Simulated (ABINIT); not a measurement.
GaP:

```
Ga P
1.0
     0.00000    2.72525    2.72525
     2.72525    0.00000    2.72525
     2.72525    2.72525    0.00000
Ga P
1 1
Direct
  0.00000 0.00000 0.00000
  0.75000 0.75000 0.75000
```

Base run:

```yaml
Program: ABINIT 10.8.3 (patched build)
Functional: SOGGA
Potentials_or_basis: PseudoDojo NC SR PBEsol v0.4.1 standard
Cutoff: 1088 eV
k_mesh: 8 × 8 × 8
Occupations: fermi-dirac, width 0.05 eV
Spin: no spin polarisation
```

Its results: band gap on the k mesh 1.46 eV, indirect (least direct gap 1.76 eV); pressure -1.3 GPa.

Problem. The run is repeated on the same cell with these changes: functional from SOGGA to AM05. What comes out?

Solution. Band gap on the k mesh 1.59 eV, indirect (least direct gap 1.78 eV); pressure -0.4 GPa.

Caveats: the potentials were made for another functional, which shifts forces and pressure.

A k mesh can miss the band edges.
